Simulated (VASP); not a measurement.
# Zn2Ga2O3 (P-3m1) in VASP: notebook

The runs below take Zn2Ga2O3 through relaxation of cell and atoms, single point, with PBE, r2SCAN.

Program: VASP 6.6.1. These are calculated values, not measurements. Logs are shortened: lines on timing, memory, paths and dates and some standing lists are left out, and cuts for length are marked.

### 1 The crystal as given

The structure is trigonal, space group P-3m1 (No. 164). Conventional cell: a = 3.081 Å, b = 3.081 Å, c = 12.519 Å, α = 90.00°, β = 90.00°, γ = 120.00°. Around Zn (site symmetry 3m) lie 6 O at 2.16 to 2.17 Å. Ga (site symmetry 3m) has 3 O at 2.30 Å as nearest neighbours. Around O (site symmetry 3m) lie 3 Zn at 2.16 Å and 3 Ga at 2.30 Å. O (site symmetry -3m) is surrounded by 6 Zn at 2.17 Å.

The cell was built by a generator and needn't be a form met in nature.

### 2 Relaxation of cell and atoms, PBE

Contents of INCAR:

```
SYSTEM = Zn2Ga2O3
ALGO     = Normal         ! electronic algorithm
EDIFF    = 1E-6           ! SCF threshold, eV
EDIFFG   = -0.01          ! ionic threshold
ENCUT    = 520            ! plane-wave cutoff, eV
GGA      = PE             ! functional
IBRION   = 2              ! ionic algorithm
ISIF     = 3              ! what is computed and relaxed
ISMEAR   = 0              ! smearing method
KPAR     = 4            
LASPH    = .True.         ! aspherical terms in the spheres
LCHARG   = .False.        ! write CHGCAR
LREAL    = .False.        ! projectors in reciprocal space
LWAVE    = .False.        ! write WAVECAR
NELM     = 120            ! most SCF steps
NSW      = 90             ! ionic steps
PREC     = Accurate       ! precision mode
SIGMA    = 0.03           ! smearing width, eV
```

Contents of KPOINTS:

```
k-points
0
Gamma
  10 10 2
  0 0 0
```

Contents of POSCAR:

```
Zn2Ga2O3
1.0
    3.0807779000      0.0000000000      0.0000000000
   -1.5403889500      2.6680319200      0.0000000000
    0.0000000000      0.0000000000     12.5190000000
Zn Ga O
2 2 3
Direct
    0.3333333300      0.6666666700      0.0987299300
    0.6666666700      0.3333333300      0.9012700700
    0.0000000000      0.0000000000      0.6869558300
    0.0000000000      0.0000000000      0.3130441700
    0.6666666700      0.3333333300      0.1963415600
    0.3333333300      0.6666666700      0.8036584400
    0.0000000000      0.0000000000      0.0000000000
```

Potentials or basis: VASP PAW PBE potentials, release 64 (Zn, Ga_d, O).

Command:

```bash
> cat potpaw_PBE.64/Zn/POTCAR potpaw_PBE.64/Ga_d/POTCAR potpaw_PBE.64/O/POTCAR > POTCAR
> mpirun -np 4 vasp_std > vasp.out
```

OUTCAR:

```text
SYSTEM = Zn2Ga2O3
   EDIFF = 1E-6
   EDIFFG = -0.01
   ENCUT = 520
   GGA = PE
   IBRION = 2
   ISIF = 3
   ISMEAR = 0
   LASPH = .True.
   LREAL = .False.
   NELM = 120
   NSW = 90
   PREC = Accurate

 ion  position               nearest neighbor table
   1  0.333  0.667  0.099-   5 2.16   5 2.16   5 2.16   7 2.17   7 2.17   7 2.17   2 3.05   2 3.05
                             2 3.05
   2  0.667  0.333  0.901-   6 2.16   6 2.16   6 2.16   7 2.17   7 2.17   7 2.17   1 3.05   1 3.05
                             1 3.05
   3  0.000  0.000  0.687-   6 2.30   6 2.30   6 2.30
   4  0.000  0.000  0.313-   5 2.30   5 2.30   5 2.30
   5  0.667  0.333  0.196-   1 2.16   1 2.16   1 2.16   4 2.30   4 2.30   4 2.30
   6  0.333  0.667  0.804-   2 2.16   2 2.16   2 2.16   3 2.30   3 2.30   3 2.30
   7  0.000  0.000  0.000-   1 2.17   2 2.17   1 2.17   2 2.17   2 2.17   1 2.17

  LATTYP: Found a hexagonal cell.
 ALAT       =     3.0807779000
 C/A-ratio  =     4.0635840708

  Lattice vectors:

 A1 = (   3.0807779000,   0.0000000000,   0.0000000000)
 A2 = (  -1.5403889500,   2.6680319200,   0.0000000000)
 A3 = (   0.0000000000,   0.0000000000,  12.5190000000)

Analysis of symmetry for initial positions (statically):
=====================================================================
 Subroutine PRICEL returns:
 Original cell was already a primitive cell.

 Routine SETGRP: Setting up the symmetry group for a
 hexagonal supercell.

 Subroutine GETGRP returns: Found 12 space group operations
 (whereof 12 operations were pure point group operations)
 out of a pool of 24 trial point group operations.

The static configuration has the point symmetry D_3d.

Analysis of symmetry for dynamics (positions and initial velocities):
=====================================================================
 Subroutine PRICEL returns:
 Original cell was already a primitive cell.

 Routine SETGRP: Setting up the symmetry group for a
 hexagonal supercell.

 Subroutine GETGRP returns: Found 12 space group operations
 (whereof 12 operations were pure point group operations)
 out of a pool of 24 trial point group operations.

The dynamic configuration has the point symmetry D_3d.

 Subroutine INISYM returns: Found 12 space group operations
 (whereof 12 operations are pure point group operations),
 and found     1 'primitive' translations

[... 125 lines left out ...]
  volume/ion in A,a.u.               =      14.70        99.20
  Fermi-wavevector in a.u.,A,eV,Ry     =   1.425949  2.694654 27.665158  2.033332
  Thomas-Fermi vector in A             =   2.546279
   LORBIT       =      0    0 simple, 1 ext, 2 COOP (PROOUT), +10 PAW based schemes
   GGA     = PE    functional components
   LHFCALC =     F    Hartree Fock is set to
   AEXX    =    0.0000 exact exchange contribution
   IVDW    =     0    specifies the selected vdW correction
   LEPSILON=     F    determine dielectric tensor
   LRPA    =     F    only Hartree local field effects (RPA)
 conjugate gradient relaxation of ions
 non-spin polarized calculation
 Gauss-broadening in eV      SIGMA  =   0.03
  energy-cutoff  :      520.00
  volume of cell :      102.90
 maximum number of plane-waves:      2788
 NGX is ok and might be reduce to    24
   NGX = 11   NGY = 11   NGZ = 47

--------------------------------------- Ionic step        1  -------------------------------------------

 number of electron      67.9999997 magnetization

 Free energy of the ion-electron system (eV)
  ---------------------------------------------------
  ext. energy  EPLUGINS =         0.00000000
  ---------------------------------------------------
  free energy    TOTEN  =       -29.79767755 eV

  energy without entropy =      -29.79767755  energy(sigma->0) =      -29.79767755

------------------------ aborting loop because EDIFF is reached ----------------------------------------

  FORCE on cell =-STRESS in cart. coord.  units (eV):
  Direction    XX          YY          ZZ          XY          YZ          ZX
  --------------------------------------------------------------------------------------
  -------------------------------------------------------------------------------------
  Total       -0.2046731     -0.2046731      0.6350029      0.0000000     -0.0000000      0.0000000
  in kB       -3.1867674     -3.1867674      9.8870167      0.0000000     -0.0000000      0.0000000
  external PRESSURE =       1.1711607 kB  Pullay stress =       0.0000000 kB
[... 104 lines left out ...]
  FREE ENERGIE OF THE ION-ELECTRON SYSTEM (eV)
  ---------------------------------------------------
  free  energy   TOTEN  =       -29.8008982237 eV

  energy  without entropy=      -29.8008982237  energy(sigma->0) =      -29.80089822

[... ionic steps 4 to 32 ...]

--------------------------------------- Ionic step       33  -------------------------------------------

 number of electron      68.0000036 magnetization

------------------------ aborting loop because EDIFF is reached ----------------------------------------
[... 77 lines left out ...]
--------------------------------------- Ionic step       35  -------------------------------------------

 number of electron      68.0000035 magnetization

 Free energy of the ion-electron system (eV)
  ---------------------------------------------------
  ext. energy  EPLUGINS =         0.00000000
  ---------------------------------------------------
  free energy    TOTEN  =       -29.80894303 eV

  energy without entropy =      -29.80894206  energy(sigma->0) =      -29.80894255

 E-fermi :   3.3944     XC(G=0): -10.6539

 val. band max:        3.3156440045   @ k =   0.3000   0.3000   0.0000
 cond. band min:       3.4630244784   @ k =   0.0000   0.0000   0.0000
 fundamental gap:      0.1473804739
 Fermi energy:         3.3944334663

 k-point     1 :       0.0000    0.0000    0.0000
  band No.  band energies     occupation
      1     -16.0908      2.00000
      2     -15.6808      2.00000
      3     -15.1905      2.00000
      4     -11.1369      2.00000
      5     -11.1369      2.00000
      6     -11.1367      2.00000
[... 1021 lines left out ...]
     39       8.7992      0.00000
     40       9.5587      0.00000

 [... further k-points ...]

------------------------ aborting loop because EDIFF is reached ----------------------------------------

  FORCE on cell =-STRESS in cart. coord.  units (eV):
  Direction    XX          YY          ZZ          XY          YZ          ZX
  --------------------------------------------------------------------------------------
  -------------------------------------------------------------------------------------
  Total       -0.0618634     -0.0618634     -0.0157242      0.0000000      0.0000000      0.0000000
  in kB       -1.0168645     -1.0168645     -0.2584619      0.0000000      0.0000000      0.0000000
  external PRESSURE =      -0.7640636 kB  Pullay stress =       0.0000000 kB
[... 22 lines left out ...]
  FREE ENERGIE OF THE ION-ELECTRON SYSTEM (eV)
  ---------------------------------------------------
  free  energy   TOTEN  =       -29.8089430317 eV

  energy  without entropy=      -29.8089420645  energy(sigma->0) =      -29.80894255

 reached required accuracy - stopping structural energy minimisation
```

OSZICAR:

```text
N       E                     dE             d eps       ncg     rms          rms(c)
DAV:   1     0.677205517759E+03    0.67721E+03   -0.33081E+04  2352   0.276E+03
DAV:   2     0.900215870525E+02   -0.58718E+03   -0.56383E+03  2360   0.657E+02
DAV:   3    -0.266752401541E+02   -0.11670E+03   -0.11278E+03  2536   0.214E+02
DAV:   4    -0.343933276499E+02   -0.77181E+01   -0.76772E+01  2864   0.597E+01
[... 295 lines left out ...]
       N       E                     dE             d eps       ncg     rms          rms(c)
DAV:   1    -0.298089516777E+02   -0.12065E-04   -0.74446E-04  2272   0.230E-01    0.252E-02
DAV:   2    -0.298089451325E+02    0.65452E-05   -0.83052E-05  2592   0.114E-01    0.120E-02
DAV:   3    -0.298089437517E+02    0.13808E-05   -0.59824E-06  2496   0.229E-02    0.602E-03
DAV:   4    -0.298089430317E+02    0.72004E-06   -0.68537E-07  1504   0.141E-02
  35 F= -.29808943E+02 E0= -.29808943E+02  d E =-.419566E-04
```

CONTCAR:

```text
Zn2Ga2O3
   1.00000000000000
     3.0676472042007732   -0.0000000000000000    0.0000000000000000
    -1.5338236021003866    2.6566604039309918    0.0000000000000000
    -0.0000000000000015   -0.0000000000000009   11.9602426316339745
  Zn              Ga              O
     2     2     3
Direct
     0.3333333300000021    0.6666666699999979    0.1046525143067776
     0.6666666699999979    0.3333333300000021    0.8953474856932224
     0.0000000000000000    0.0000000000000000    0.6692567452624254
     0.0000000000000000    0.0000000000000000    0.3307432547375744
     0.6666666699999979    0.3333333300000021    0.2077349377027978
     0.3333333300000021    0.6666666699999979    0.7922650622972023
     0.0000000000000000    0.0000000000000000    0.0000000000000000

  0.00000000E+00  0.00000000E+00  0.00000000E+00
  0.00000000E+00  0.00000000E+00  0.00000000E+00
  0.00000000E+00  0.00000000E+00  0.00000000E+00
  0.00000000E+00  0.00000000E+00  0.00000000E+00
  0.00000000E+00  0.00000000E+00  0.00000000E+00
  0.00000000E+00  0.00000000E+00  0.00000000E+00
  0.00000000E+00  0.00000000E+00  0.00000000E+00
```

Wall time 13 min (4 MPI ranks of Intel Xeon Platinum 8488C (Sapphire Rapids), shared host); peak memory 0.29 GiB.

Results:

- Free energy: -29.8089 eV
- Relaxed volume: 13.92 Å³/atom
- Relaxed cell: a = 3.068 Å, b = 3.068 Å, c = 11.960 Å, α = 90.00°, β = 90.00°, γ = 120.00°
- Space group after relaxing (to 0.05 Å): P-3m1 (No. 164)
- Energy gained by relaxing: 1.6 meV/atom
- Ionic steps: 35
- Pressure after relaxing: -0.1 GPa
- Largest force after relaxing: 0.010 eV/Å
- Band gap on the k mesh: 0.15 eV, indirect (least direct gap 1.33 eV)

Forces in eV/Å, atoms in the order of the input:
```
Zn   0.000  0.000 -0.001
Zn   0.000  0.000  0.001
Ga   0.000  0.000  0.010
Ga   0.000  0.000 -0.010
O    0.000  0.000  0.010
O    0.000  0.000 -0.010
O    0.000  0.000  0.000
```

The path:
```csv
step,energy change (eV),largest force (eV/Å),pressure (GPa),volume (Å³)
1,0.0000,0.0804,0.12,102.90
2,-0.0028,0.0498,-0.16,103.06
3,-0.0032,0.0671,-0.32,103.15
4,-0.0041,0.0307,0.02,102.72
5,-0.0041,0.0276,0.06,102.69
6,-0.0041,0.0288,0.05,102.70
7,-0.0042,0.0125,-0.01,102.75
8,-0.0042,0.0173,-0.02,102.77
9,-0.0043,0.0176,-0.02,102.75
10,-0.0044,0.0192,0.01,102.68
11,-0.0045,0.0600,0.02,102.54
12,-0.0045,0.0466,-0.06,102.58
13,-0.0045,0.0538,-0.04,102.56
14,-0.0045,0.0537,-0.02,102.55
15,-0.0046,0.0530,-0.05,102.52
16,-0.0047,0.0520,-0.02,102.47
17,-0.0048,0.0499,-0.01,102.37
18,-0.0052,0.0456,0.03,102.16
19,-0.0060,0.0361,-0.05,101.74
20,-0.0074,0.0280,-0.04,100.92
21,-0.0097,0.0362,0.01,99.25
22,-0.0063,0.0723,0.38,95.92
23,-0.0099,0.0531,0.23,98.28
24,-0.0103,0.0387,0.21,98.15
25,-0.0104,0.0327,0.13,98.10
26,-0.0106,0.0300,0.10,97.98
27,-0.0108,0.0298,-0.11,97.75
28,-0.0102,0.0575,-0.37,97.29
29,-0.0108,0.0306,-0.11,97.69
30,-0.0108,0.0301,-0.11,97.72
31,-0.0109,0.0223,-0.05,97.65
32,-0.0111,0.0165,-0.01,97.57
33,-0.0112,0.0179,0.10,97.41
34,-0.0113,0.0103,-0.04,97.46
35,-0.0113,0.0097,-0.08,97.47
```

Final structure:
```cif
data_structure
_symmetry_space_group_name_H-M 'P 1'
_symmetry_Int_Tables_number 1
_cell_length_a 3.0676
_cell_length_b 3.0676
_cell_length_c 11.9602
_cell_angle_alpha 90.000
_cell_angle_beta 90.000
_cell_angle_gamma 120.000
_cell_volume 97.47
loop_
_atom_site_label
_atom_site_type_symbol
_atom_site_fract_x
_atom_site_fract_y
_atom_site_fract_z
_atom_site_occupancy
Zn1 Zn 0.33333 0.66667 0.10465 1
Zn2 Zn 0.66667 0.33333 0.89535 1
Ga1 Ga 0.00000 0.00000 0.66926 1
Ga2 Ga 0.00000 0.00000 0.33074 1
O1 O 0.66667 0.33333 0.20773 1
O2 O 0.33333 0.66667 0.79226 1
O3 O 0.00000 0.00000 0.00000 1
```

Levels at points of the mesh, in eV from the valence-band top:
| k point | band 32 | band 33 | band 34 | band 35 | band 36 | band 37 |
| --- | --- | --- | --- | --- | --- | --- |
| (0.00, 0.00, 0.00) | -2.00 | -1.56 | -1.56 | 0.15 | 2.47 | 2.87 |
| (0.50, 0.00, 0.00) | -1.75 | -1.61 | -0.90 | 0.72 | 0.82 | 3.50 |
| (0.00, 0.00, 0.50) | -2.15 | -1.56 | -1.56 | 1.03 | 1.28 | 3.48 |
| (0.50, 0.00, 0.50) | -1.75 | -1.43 | -1.12 | 0.41 | 1.16 | 3.92 |

### 3 Relaxation of cell and atoms, PBE

This run uses another cell than the first one, of 13.92 Å³/atom, 0.947 times its volume.

INCAR, as its differences from that of step 2:

```diff
@@ -2,4 +2,4 @@
 ALGO     = Normal         ! electronic algorithm
-EDIFF    = 1E-6           ! SCF threshold, eV
-EDIFFG   = -0.01          ! ionic threshold
+EDIFF    = 1E-7           ! SCF threshold, eV
+EDIFFG   = -0.005         ! ionic threshold
 ENCUT    = 520            ! plane-wave cutoff, eV
@@ -15,3 +15,4 @@
 NELM     = 120            ! most SCF steps
-NSW      = 90             ! ionic steps
+NSW      = 60             ! ionic steps
+POTIM    = 0.3            ! step
 PREC     = Accurate       ! precision mode
```

KPOINTS is that of step 2.

Contents of POSCAR:

```
Zn2Ga2O3                                
1.0
    3.0676472042     -0.0000000000      0.0000000000
   -1.5338236021      2.6566604039      0.0000000000
   -0.0000000000     -0.0000000000     11.9602426316
  Zn              Ga              O             
     2     2     3
Direct
     0.3333333300000021    0.6666666699999979    0.1046525143067776
     0.6666666699999979    0.3333333300000021    0.8953474856932224
     0.0000000000000000    0.0000000000000000    0.6692567452624254
     0.0000000000000000    0.0000000000000000    0.3307432547375744
     0.6666666699999979    0.3333333300000021    0.2077349377027978
     0.3333333300000021    0.6666666699999979    0.7922650622972023
     0.0000000000000000    0.0000000000000000    0.0000000000000000
```

Potentials or basis: VASP PAW PBE potentials, release 64 (Zn, Ga_d, O).

Command:

```bash
> cat potpaw_PBE.64/Zn/POTCAR potpaw_PBE.64/Ga_d/POTCAR potpaw_PBE.64/O/POTCAR > POTCAR
> mpirun -np 4 vasp_std > vasp.out
```

It took 1.7 min on 4 MPI ranks of Intel Xeon Platinum 8488C (Sapphire Rapids), shared host; peak memory 0.28 GiB.

It converged, with:

| Item | Value |
| --- | --- |
| Free energy | -29.8051 eV |
| Relaxed volume | 13.92 Å³/atom |
| Relaxed cell | a = 3.067 Å, b = 3.067 Å, c = 11.965 Å, α = 90.00°, β = 90.00°, γ = 120.00° |
| Space group after relaxing (to 0.05 Å) | P-3m1 (No. 164) |
| Energy gained by relaxing | 0.0 meV/atom |
| Ionic steps | 4 |
| Pressure after relaxing | 0.0 GPa |
| Band gap on the k mesh | 0.14 eV, indirect (least direct gap 1.33 eV) |

Final structure:
```
Zn Ga O
1.0
     3.06657    0.00000    0.00000
    -1.53328    2.65572    0.00000
     0.00000    0.00000   11.96492
Zn Ga O
2 2 3
Direct
  0.33333 0.66667 0.10467
  0.66667 0.33333 0.89533
  0.00000 0.00000 0.66931
  0.00000 0.00000 0.33069
  0.66667 0.33333 0.20780
  0.33333 0.66667 0.79220
  0.00000 0.00000 0.00000
```

Levels at points of the mesh, in eV from the valence-band top:
```csv
k point,band 31,band 32,band 33,band 34,band 35,band 36,band 37,band 38
"(0.00, 0.00, 0.00)",-2.15,-2.01,-1.57,-1.57,0.14,2.46,2.86,6.12
"(0.50, 0.00, 0.00)",-2.46,-1.76,-1.61,-0.90,0.72,0.82,3.49,5.22
"(0.00, 0.00, 0.50)",-2.15,-2.15,-1.57,-1.57,1.02,1.28,3.48,5.74
"(0.50, 0.00, 0.50)",-2.43,-1.76,-1.43,-1.12,0.41,1.16,3.91,4.51
```

A k mesh can miss the band edges.

### 4 Single point, r2SCAN

This run uses another cell than the first one, of 13.92 Å³/atom, 0.947 times its volume.

Contents of INCAR:

```
PREC = Accurate
ENCUT = 520
EDIFF = 1E-6
ISMEAR = 0
SIGMA = 0.03
LREAL = False
LASPH = True
NELM = 150
ALGO = Normal
ISIF = 2
LWAVE = False
LCHARG = False
METAGGA = R2SCAN
LMIXTAU = True
KPAR = 4
```

Contents of KPOINTS:

```
regular mesh
0
Gamma
  10 10 2
```

Contents of POSCAR:

```
Zn2Ga2O3                                
1.0
    3.0665659578      0.0000000000     -0.0000000000
   -1.5332829789      2.6557240171      0.0000000000
   -0.0000000000      0.0000000000     11.9649197044
  Zn              Ga              O             
     2     2     3
Direct
     0.3333333300000021    0.6666666699999979    0.1046723681357771
     0.6666666699999979    0.3333333300000021    0.8953276318642229
     0.0000000000000000    0.0000000000000000    0.6693077779637876
     1.0000000000000000    0.0000000000000000    0.3306922220362125
     0.6666666699999979    0.3333333300000021    0.2077960128465427
     0.3333333300000021    0.6666666699999979    0.7922039871534573
     0.0000000000000000    0.0000000000000000    0.0000000000000000
```

Command:

```bash
> cat potpaw_PBE.64/Zn/POTCAR potpaw_PBE.64/Ga_d/POTCAR potpaw_PBE.64/O/POTCAR > POTCAR
> mpirun -np 4 vasp_std > vasp.out
```

It took 3.6 min on 4 MPI ranks of Intel Xeon Platinum 8488C (Sapphire Rapids), shared host; peak memory 0.28 GiB.

It converged, with:

```yaml
Free_energy: -66.3961 eV
Pressure: -4.8 GPa
Largest_force: 0.300 eV/Å
Band_gap_on_the_k_mesh: 0.46 eV, indirect (least direct gap 1.45 eV)
```

Forces on the atoms (eV/Å):
```
Zn   0.000  0.000 -0.055
Zn   0.000  0.000  0.055
Ga   0.000  0.000  0.300
Ga   0.000  0.000 -0.300
O    0.000  0.000 -0.039
O    0.000  0.000  0.039
O    0.000  0.000  0.000
```

Stress tensor (GPa, compression positive):
```
-4.99  0.00  0.00
 0.00 -4.99  0.00
 0.00  0.00 -4.53
```

Levels at points of the mesh, in eV from the valence-band top:
| k point | band 30 | band 31 | band 32 | band 33 | band 34 | band 35 | band 36 | band 37 | band 38 | band 39 |
| --- | --- | --- | --- | --- | --- | --- | --- | --- | --- | --- |
| (0.00, 0.00, 0.00) | -2.42 | -2.42 | -2.23 | -1.81 | -1.81 | 0.46 | 2.80 | 3.26 | 6.63 | 7.83 |
| (0.50, 0.00, 0.00) | -3.09 | -2.67 | -2.01 | -1.63 | -0.91 | 0.80 | 0.94 | 3.94 | 5.69 | 5.85 |
| (0.00, 0.00, 0.50) | -2.78 | -2.42 | -2.42 | -1.81 | -1.81 | 1.30 | 1.59 | 3.90 | 6.24 | 8.92 |
| (0.50, 0.00, 0.50) | -3.10 | -2.64 | -2.01 | -1.48 | -1.10 | 0.52 | 1.24 | 4.38 | 4.92 | 5.77 |

Caveat: the PAW data sets were made with another functional, which shifts forces and pressure a little.
